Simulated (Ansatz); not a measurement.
# CsBr (Pm-3m): how far a G0W0 gap depends on its settings

Aim: test how the G0W0 gap of CsBr in the CsCl-type structure moves with the number of bands, the screening cutoff and the other choices.

Program: Ansatz 0.2.0. G0W0, plane waves. The values are computed, spin-unpolarised, and not measurements.

3 further runs of the same task are left out: 3 that didn't finish.

## 1. The structure to begin with

The cell was relaxed beforehand with r2SCAN.

The symmetry is Pm-3m (No. 221, cubic); conventional cell a = 4.319 Å, 40.29 Å³ an atom. Near Cs stand 8 Br at 3.74 Å; near Br stand 8 Cs at 3.74 Å.

The structure in full:

```cif
data_structure
_symmetry_space_group_name_H-M 'Pm-3m'
_symmetry_Int_Tables_number 221
_cell_length_a 4.3194
_cell_length_b 4.3194
_cell_length_c 4.3194
_cell_angle_alpha 90.000
_cell_angle_beta 90.000
_cell_angle_gamma 90.000
_cell_volume 80.59
loop_
_atom_site_label
_atom_site_type_symbol
_atom_site_symmetry_multiplicity
_atom_site_Wyckoff_symbol
_atom_site_fract_x
_atom_site_fract_y
_atom_site_fract_z
_atom_site_occupancy
Cs1 Cs 1 a 0.00000 0.00000 0.00000 1
Br1 Br 1 b 0.50000 0.50000 0.50000 1
```

## 2. From HSE06, 60 empty bands, 80 eV, q_mesh [1, 1, 1]

The input, input.yaml:

```yaml
crystal:
  lattice:
    - [4.31937797, 0.0, 0.0]
    - [0.0, 4.31937797, 0.0]
    - [0.0, 0.0, 4.31937797]
  atoms:
    - { symbol: Cs, position: [0.0, 0.0, 0.0] }
    - { symbol: Br, position: [0.5, 0.5, 0.5] }
kpoints:
  mp_grid: { grid: [2, 2, 2] }
hamiltonian:
  xc: hse06
scf:
  occupations: { method: fixed }
gw:
  n_empty_bands: 60
  ecut_chi: 80
  qp_bands: [v1, c1]
  qp_kpoints: band_edges
  screening: { model: contour_deformation }
  q_mesh: [1, 1, 1]
```

Launch:

```
ansatz run input.yaml --threads 4 --pin off --max-ram 3686MiB --backend cpu --events-out ev --progress --plain --runs-dir out
```

## 3. From LDA, 30 empty bands, 10 eV

input.yaml, as its differences from that of step 2:

```diff
@@ -11,3 +11,3 @@
 hamiltonian:
-  xc: hse06
+  xc: lda
 scf:
@@ -15,4 +15,4 @@
 gw:
-  n_empty_bands: 60
-  ecut_chi: 80
+  n_empty_bands: 30
+  ecut_chi: 10
   qp_bands: [v1, c1]
@@ -20,2 +20 @@
   screening: { model: contour_deformation }
-  q_mesh: [1, 1, 1]
```

## 4. From LDA, 30 empty bands, 40 eV

input.yaml, as its differences from that of step 3:

```diff
@@ -16,3 +16,3 @@
   n_empty_bands: 30
-  ecut_chi: 10
+  ecut_chi: 40
   qp_bands: [v1, c1]
```

## 5. From LDA, 100000 empty bands, 80 eV

input.yaml, as its differences from that of step 4:

```diff
@@ -15,4 +15,4 @@
 gw:
-  n_empty_bands: 30
-  ecut_chi: 40
+  n_empty_bands: 100000
+  ecut_chi: 80
   qp_bands: [v1, c1]
```

What does the calculation give? Wanted: for each run, start; potentials; frequencies; empty bands; cutoff; Kohn-Sham gap; G0W0 gap.

**Answer**, as computed:

```
start  potentials  frequencies  empty bands  cutoff (eV)   mesh  Kohn-Sham gap (eV)  G0W0 gap (eV)
HSE06         PAW         full           60           80  2×2×2                5.60           6.91
  LDA         PAW         full           30           40  2×2×2                3.97           5.94
```

Gaps are those on each run's own mesh. Runs that failed or were set aside have no row.

What this shows: Over the runs in the table the G0W0 gap on the mesh spans 5.94 to 6.91 eV, and the shift from the starting levels +1.31 to +1.97 eV; where more than one setting differs between two runs, no single one explains their difference. G0W0 values are finite-basis, finite-mesh values. Spin-orbit coupling is left out.
